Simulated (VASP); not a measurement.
# B (R-3m) in VASP: relaxation of cell and atoms with PBEsol

Aim: the relaxation of cell and atoms of B with PBEsol.

Program: VASP 6.6.1. These are calculated values, not measurements. Logs are shortened: lines on timing, memory, paths and dates and some standing lists are left out, and cuts for length are marked.

### Step 1. Starting point

Symmetry: R-3m, No. 166, trigonal system. The conventional cell has a = 4.898 Å, b = 4.898 Å, c = 12.524 Å, α = 90.00°, β = 90.00°, γ = 120.00°. B (site symmetry m) has 6 B at 1.67 to 1.80 Å as nearest neighbours. B (site symmetry m) has 7 B at 1.77 to 2.01 Å as nearest neighbours.

### Step 2. Relaxation of cell and atoms, PBEsol

The input, INCAR:

```
SYSTEM = B
ALGO     = Fast           ! electronic algorithm
EDIFF    = 1E-7           ! SCF threshold, eV
EDIFFG   = -0.005         ! ionic threshold
ENCUT    = 600            ! plane-wave cutoff, eV
GGA      = PS             ! functional
IBRION   = 2              ! ionic algorithm
ISIF     = 3              ! what is computed and relaxed
ISMEAR   = 0              ! smearing method
LASPH    = .TRUE.         ! aspherical terms in the spheres
LCHARG   = .FALSE.        ! write CHGCAR
LREAL    = .FALSE.        ! projectors in reciprocal space
LWAVE    = .FALSE.        ! write WAVECAR
NELM     = 60             ! most SCF steps
NSW      = 90             ! ionic steps
PREC     = Accurate       ! precision mode
SIGMA    = 0.02           ! smearing width, eV
```

The input, KPOINTS:

```
k-points
0
G
  3 3 3
  0 0 0
```

The input, POSCAR:

```
B
1.0
    2.4491963900      1.4140442000      4.1747204400
   -2.4491963900      1.4140442000      4.1747204400
    0.0000000000     -2.8280883900      4.1747204400
B
12
Direct
    0.0099700400      0.6542851200      0.0099700400
    0.0099700400      0.0099700400      0.6542851200
    0.6542851200      0.0099700400      0.0099700400
    0.3457148800      0.9900299600      0.9900299600
    0.9900299600      0.3457148800      0.9900299600
    0.9900299600      0.9900299600      0.3457148800
    0.2205655700      0.6316348300      0.2205655700
    0.2205655700      0.2205655700      0.6316348300
    0.6316348300      0.2205655700      0.2205655700
    0.3683651700      0.7794344300      0.7794344300
    0.7794344300      0.3683651700      0.7794344300
    0.7794344300      0.7794344300      0.3683651700
```

Potentials or basis: VASP PAW PBE potentials, release 64 (B).

The run is started by

```bash
$ cat potpaw_PBE.64/B/POTCAR > POTCAR
$ mpirun -np 1 vasp_std > vasp.out
```

OUTCAR:

```text
SYSTEM = B
   EDIFF = 1E-7
   EDIFFG = -0.005
   ENCUT = 600
   GGA = PS
   IBRION = 2
   ISIF = 3
   ISMEAR = 0
   LASPH = .TRUE.
   LREAL = .FALSE.
   NELM = 60
   NSW = 90
   PREC = Accurate

 ion  position               nearest neighbor table
   1  0.010  0.654  0.010-   5 1.67   3 1.74   2 1.74   7 1.79  12 1.80  10 1.80
   2  0.010  0.010  0.654-   6 1.67   3 1.74   1 1.74   8 1.79  10 1.80  11 1.80
   3  0.654  0.010  0.010-   4 1.67   1 1.74   2 1.74   9 1.79  12 1.80  11 1.80
   4  0.346  0.990  0.990-   3 1.67   5 1.74   6 1.74  10 1.79   8 1.80   7 1.80
   5  0.990  0.346  0.990-   1 1.67   4 1.74   6 1.74  11 1.79   8 1.80   9 1.80
   6  0.990  0.990  0.346-   2 1.67   4 1.74   5 1.74  12 1.79   9 1.80   7 1.80
   7  0.221  0.632  0.221-  12 1.77  10 1.77   1 1.79   6 1.80   4 1.80   9 2.01   8 2.01
   8  0.221  0.221  0.632-  10 1.77  11 1.77   2 1.79   4 1.80   5 1.80   7 2.01   9 2.01
   9  0.632  0.221  0.221-  12 1.77  11 1.77   3 1.79   6 1.80   5 1.80   7 2.01   8 2.01
  10  0.368  0.779  0.779-   8 1.77   7 1.77   4 1.79   2 1.80   1 1.80  11 2.01  12 2.01
  11  0.779  0.368  0.779-   8 1.77   9 1.77   5 1.79   2 1.80   3 1.80  10 2.01  12 2.01
  12  0.779  0.779  0.368-   7 1.77   9 1.77   6 1.79   3 1.80   1 1.80  10 2.01  11 2.01

  LATTYP: Found a trigonal (rhomboedric) cell.
 ALAT       =     5.0424572094
 COS(alpha) =     0.5281621515

  Lattice vectors:

 A1 = (   2.4491963900,   1.4140442000,   4.1747204400)
 A2 = (  -2.4491963900,   1.4140442000,   4.1747204400)
 A3 = (   0.0000000000,  -2.8280883900,   4.1747204400)

Analysis of symmetry for initial positions (statically):
=====================================================================
 Subroutine PRICEL returns:
 Original cell was already a primitive cell.

 Routine SETGRP: Setting up the symmetry group for a
 trigonal (rhombohedral) supercell.

 Subroutine GETGRP returns: Found 12 space group operations
 (whereof 12 operations were pure point group operations)
 out of a pool of 12 trial point group operations.

The static configuration has the point symmetry D_3d.

Analysis of symmetry for dynamics (positions and initial velocities):
=====================================================================
 Subroutine PRICEL returns:
 Original cell was already a primitive cell.

 Routine SETGRP: Setting up the symmetry group for a
 trigonal (rhombohedral) supercell.

 Subroutine GETGRP returns: Found 12 space group operations
 (whereof 12 operations were pure point group operations)
 out of a pool of 12 trial point group operations.

The dynamic configuration has the point symmetry D_3d.

 Subroutine INISYM returns: Found 12 space group operations
 (whereof 12 operations are pure point group operations),
 and found     1 'primitive' translations

----------------------------------------------------------------------------------------

                                     Primitive cell

  volume of cell :      86.7492

  direct lattice vectors                    reciprocal lattice vectors
     2.449196390  1.414044200  4.174720440     0.204148594  0.117865246  0.079845666
    -2.449196390  1.414044200  4.174720440    -0.204148594  0.117865246  0.079845666
     0.000000000 -2.828088390  4.174720440     0.000000000 -0.235730491  0.079845666

  length of vectors
     5.042457209  5.042457209  5.042457208     0.248885908  0.248885908  0.248885908

  position of ions in fractional coordinates (direct lattice)
     0.009970040  0.654285120  0.009970040
     0.009970040  0.009970040  0.654285120
     0.654285120  0.009970040  0.009970040
     0.345714880  0.990029960  0.990029960
     0.990029960  0.345714880  0.990029960
     0.990029960  0.990029960  0.345714880
     0.220565570  0.631634830  0.220565570
     0.220565570  0.220565570  0.631634830
     0.631634830  0.220565570  0.220565570
     0.368365170  0.779434430  0.779434430
     0.779434430  0.368365170  0.779434430
     0.779434430  0.779434430  0.368365170

  ion indices of the primitive-cell ions
   primitive index   ion index
                 1           1
                 2           2
                 3           3
                 4           4
                 5           5
                 6           6
                 7           7
                 8           8
                 9           9
                10          10
                11          11
                12          12

----------------------------------------------------------------------------------------

 KPOINTS: k-points

Automatic generation of k-mesh.
 Grid dimensions read from file:
 generate k-points for:    3    3    3

 Generating k-lattice:

  Cartesian coordinates                     Fractional coordinates (reciprocal lattice)
     0.068049531  0.039288415  0.026615222     0.333333333  0.000000000 -0.000000000
    -0.068049531  0.039288415  0.026615222     0.000000000  0.333333333 -0.000000000
     0.000000000 -0.078576830  0.026615222    -0.000000000 -0.000000000  0.333333333

  Length of vectors
     0.082961969  0.082961969  0.082961969

  Shift w.r.t. Gamma in fractional coordinates (k-lattice)
     0.000000000  0.000000000  0.000000000

 Subroutine IBZKPT returns following result:
 ===========================================

 Found      6 irreducible k-points:

 Following reciprocal coordinates:
            Coordinates               Weight
  0.000000  0.000000  0.000000      1.000000
  0.333333 -0.000000  0.000000      6.000000
  0.333333  0.333333  0.000000      6.000000
 -0.333333  0.333333  0.000000      6.000000
  0.333333  0.333333  0.333333      2.000000
 -0.333333  0.333333  0.333333      6.000000
   k-points           NKPTS =      6   k-points in BZ     NKDIM =      6   number of bands    NBANDS=     25
   number of dos      NEDOS =    301   number of ions     NIONS =     12
   total plane-waves  NPLWV =  64000
   dimension x,y,z NGX =    40 NGY =   40 NGZ =   40
   dimension x,y,z NGXF=    80 NGYF=   80 NGZF=   80
   ions per type =              12
   NGX,Y,Z   is equivalent  to a cutoff of  13.19, 13.19, 13.19 a.u.
   NGXF,Y,Z  is equivalent  to a cutoff of  26.38, 26.38, 26.38 a.u.
 SYSTEM =  B
   PREC   = accura    normal or accurate (medium, high low for compatibility)
   ISTART =      0    job   : 0-new  1-cont  2-samecut
   ICHARG =      2    charge: 1-file 2-atom 10-const
   ISPIN  =      1    spin polarized calculation?
   LNONCOLLINEAR =      F non collinear calculations
   LSORBIT =      F    spin-orbit coupling
   LASPH  =      T    aspherical Exc in radial PAW
   ENCUT  =  600.0 eV  44.10 Ry    6.64 a.u.  10.07 10.07 10.07*2*pi/ulx,y,z
   NELM   =     60;   NELMIN=  2; NELMDL= -5     # of ELM steps
   EDIFF  = 0.1E-06   stopping-criterion for ELM
   LREAL  =      F    real-space projection
   EDIFFG = -.5E-02   stopping-criterion for IOM
   NSW    =     90    number of steps for IOM
   IBRION =      2    ionic relax: 0-MD 1-quasi-New 2-CG
   NFREE  =      1    steps in history (QN), initial steepest desc. (CG)
   ISIF   =      3    stress and relaxation
   ISYM   =      2    0-nonsym 1-usesym 2-fastsym
   POTIM  = 0.5000    time-step for ionic-motion
   TEBEG  =    0.0;   TEEND  =   0.0 temperature during run
   PSTRESS=    0.0 pullay stress
   NELECT =      36.0000    total number of electrons
   NUPDOWN=      -1.0000    fix difference up-down
   EMIN   =  10.00;   EMAX   =-10.00  energy-range for DOS
   EFERMI =   0.00;   METHOD = LEGACY
   ISMEAR =     0;   SIGMA  =   0.02  broadening in eV -4-tet -1-fermi 0-gaus
   EFERMI_NEDOS =   21; number of points for ismear=-14 and -15
   IALGO  =     68    algorithm
   IMIX   =      4    mixing-type and parameters
     AMIX     =   0.40;   BMIX     =  1.00
     AMIX_MAG =   1.60;   BMIX_MAG =  1.00
  volume/ion in A,a.u.               =       7.23        48.78
  Fermi-wavevector in a.u.,A,eV,Ry     =   1.221108  2.307559 20.287697  1.491104
  Thomas-Fermi vector in A             =   2.356301
   LORBIT       =      0    0 simple, 1 ext, 2 COOP (PROOUT), +10 PAW based schemes
   GGA     = PS    functional components
   LHFCALC =     F    Hartree Fock is set to
   AEXX    =    0.0000 exact exchange contribution
   IVDW    =     0    specifies the selected vdW correction
   LEPSILON=     F    determine dielectric tensor
   LRPA    =     F    only Hartree local field effects (RPA)
 conjugate gradient relaxation of ions
 non-spin polarized calculation
 RMM-DIIS sequential band-by-band and
 Gauss-broadening in eV      SIGMA  =   0.02
  energy-cutoff  :      600.00
  volume of cell :       86.75
 maximum number of plane-waves:      2902
   NGX = 21   NGY = 21   NGZ = 21

--------------------------------------- Ionic step        1  -------------------------------------------

 number of electron      36.0000000 magnetization

 Free energy of the ion-electron system (eV)
  ---------------------------------------------------
  ext. energy  EPLUGINS =         0.00000000
  ---------------------------------------------------
  free energy    TOTEN  =       -84.53064231 eV

  energy without entropy =      -84.53064231  energy(sigma->0) =      -84.53064231

------------------------ aborting loop because EDIFF is reached ----------------------------------------

  FORCE on cell =-STRESS in cart. coord.  units (eV):
  Direction    XX          YY          ZZ          XY          YZ          ZX
  --------------------------------------------------------------------------------------
  -------------------------------------------------------------------------------------
  Total       -0.8079680     -0.8079680     -0.9500438     -0.0000000     -0.0000000      0.0000000
  in kB      -14.9224283    -14.9224283    -17.5464377     -0.0000000     -0.0000000      0.0000000
  external PRESSURE =     -15.7970981 kB  Pullay stress =       0.0000000 kB
[... 307 lines left out ...]
  energy  without entropy=      -84.5380616988  energy(sigma->0) =      -84.53806170

--------------------------------------- Ionic step        8  -------------------------------------------

 number of electron      36.0000000 magnetization

 Free energy of the ion-electron system (eV)
  ---------------------------------------------------
  ext. energy  EPLUGINS =         0.00000000
  ---------------------------------------------------
  free energy    TOTEN  =       -84.53807188 eV

  energy without entropy =      -84.53807188  energy(sigma->0) =      -84.53807188

 E-fermi :   6.0557     XC(G=0): -11.7112

 val. band max:        5.8987071492   @ k =   0.3333   0.3333   0.3333
 cond. band min:       7.3884129957   @ k =   0.0000   0.0000   0.0000
 fundamental gap:      1.4897058465
 Fermi energy:         6.0556790665

 k-point     1 :       0.0000    0.0000    0.0000
  band No.  band energies     occupation
      1     -10.2999      2.00000
      2      -4.4831      2.00000
      3      -4.2432      2.00000
      4      -4.2432      2.00000
      5      -3.2461      2.00000
      6      -2.5701      2.00000
[... 196 lines left out ...]
  FREE ENERGIE OF THE ION-ELECTRON SYSTEM (eV)
  ---------------------------------------------------
  free  energy   TOTEN  =       -84.5380718814 eV

  energy  without entropy=      -84.5380718814  energy(sigma->0) =      -84.53807188

 reached required accuracy - stopping structural energy minimisation
```

It took 68 s on 1 thread of Intel Xeon 6975P-C (Granite Rapids), shared host; peak memory 0.23 GiB.

What came out:

* Free energy: -84.5381 eV
* Relaxed volume: 7.16 Å³/atom
* Relaxed cell: a = 5.029 Å, b = 5.029 Å, c = 5.029 Å, α = 58.07°, β = 58.07°, γ = 58.07°
* Space group after relaxing (to 0.05 Å): R-3m (No. 166)
* Energy gained by relaxing: 0.6 meV/atom
* Ionic steps: 8
* Pressure after relaxing: 0.0 GPa
* Band gap on the k mesh: 1.49 eV, indirect (least direct gap 1.75 eV)

Forces on the atoms (eV/Å):
```
B   -0.002  0.001  0.001
B    0.000 -0.002  0.001
B    0.002  0.001  0.001
B   -0.002 -0.001 -0.001
B    0.002 -0.001 -0.001
B    0.000  0.002 -0.001
B    0.002 -0.001 -0.001
B    0.000  0.002 -0.001
B   -0.002 -0.001 -0.001
B    0.002  0.001  0.001
B   -0.002  0.001  0.001
B    0.000 -0.002  0.001
```

Step by step:
| step | energy change (eV) | largest force (eV/Å) | pressure (GPa) | volume (Å³) |
| --- | --- | --- | --- | --- |
| 1 | 0.0000 | 0.1126 | -1.58 | 86.75 |
| 2 | -0.0062 | 0.0975 | 0.49 | 85.86 |
| 3 | -0.0064 | 0.0743 | 0.16 | 86.00 |
| 4 | -0.0068 | 0.0854 | -0.03 | 85.90 |
| 5 | -0.0073 | 0.0163 | 0.05 | 85.94 |
| 6 | -0.0074 | 0.0157 | -0.03 | 85.96 |
| 7 | -0.0074 | 0.0074 | -0.01 | 85.95 |
| 8 | -0.0074 | 0.0026 | 0.01 | 85.95 |

Final structure:
```cif
data_structure
_symmetry_space_group_name_H-M 'P 1'
_symmetry_Int_Tables_number 1
_cell_length_a 5.0291
_cell_length_b 5.0291
_cell_length_c 5.0291
_cell_angle_alpha 58.067
_cell_angle_beta 58.067
_cell_angle_gamma 58.067
_cell_volume 85.95
loop_
_atom_site_label
_atom_site_type_symbol
_atom_site_fract_x
_atom_site_fract_y
_atom_site_fract_z
_atom_site_occupancy
B1 B 0.01070 0.65379 0.01070 1
B2 B 0.01070 0.01070 0.65379 1
B3 B 0.65379 0.01070 0.01070 1
B4 B 0.34621 0.98930 0.98930 1
B5 B 0.98930 0.34621 0.98930 1
B6 B 0.98930 0.98930 0.34621 1
B7 B 0.22144 0.63043 0.22144 1
B8 B 0.22144 0.22144 0.63043 1
B9 B 0.63043 0.22144 0.22144 1
B10 B 0.36957 0.77856 0.77856 1
B11 B 0.77856 0.36957 0.77856 1
B12 B 0.77856 0.77856 0.36957 1
```

Caveat: the k mesh is coarse (spacing up to 0.52 Å⁻¹), so the values aren't converged; the PAW data sets were made with another functional, which shifts forces and pressure a little; an odd mesh through Γ misses points on the zone boundary, where band edges often lie.
